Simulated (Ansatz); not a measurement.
# TiH2: the cost of one run

Computed with Ansatz 0.2.0 (DFT PBEsol, scalar-relativistic, plane waves, PAW, unless a step's input says otherwise).

### Step 1. The starting structure

The structure is tetragonal, space group I4/mmm (No. 139). The conventional cell has a = 3.202 Å, b = 3.202 Å, c = 4.168 Å, α = 90.00°, β = 90.00°, γ = 90.00°. Around Ti (site symmetry 4/mmm) lie 8 H at 1.91 Å. Around H (site symmetry -4m2) lie 4 Ti at 1.91 Å.

Coordinates:

```
CELL_PARAMETERS angstrom
-1.60097 1.60097 2.08391
1.60097 -1.60097 2.08391
1.60097 1.60097 -2.08391
ATOMIC_POSITIONS crystal
Ti 0.00000 0.00000 0.00000
H 0.25000 0.75000 0.50000
H 0.75000 0.25000 0.50000
```

The structure comes from the Materials Project (structure only).

(A quick probe on a coarse mesh, which set the mesh and smearing, is not shown.)

### Step 3. The relaxation

input.yaml

```yaml
crystal:
  lattice:
    - [-1.600965077, 1.600965077, 2.083914324]
    - [1.600965077, -1.600965077, 2.083914324]
    - [1.600965077, 1.600965077, -2.083914324]
  atoms:
    - { symbol: Ti, position: [0.0, 0.0, 0.0] }
    - { symbol: H, position: [0.25, 0.75, 0.5] }
    - { symbol: H, position: [0.75, 0.25, 0.5] }
basis:
  ecutwfc: 420
kpoints:
  mp_grid: { grid: [18, 18, 18] }
hamiltonian:
  xc: pbesol
scf:
  occupations: { method: gaussian, width: 0.1 }
output:
  forces: true
  stress: true
  eigenvalues: true
relax:
  adjacent_minimum: "off"
  f_tol: 0.005
  max_steps: 80
  cell: { stress_tol: 0.05 }
```

Command:

```sh
$ ansatz run input.yaml --threads 1 --pin off --max-ram 1331MiB --backend cpu --events-out ev --progress --plain --runs-dir out
```

**Question.** How long does this run take on 1 thread of an x86-64 CPU, shared host, and how much memory does it need?

About 32 s, with a peak of 0.49 GiB.
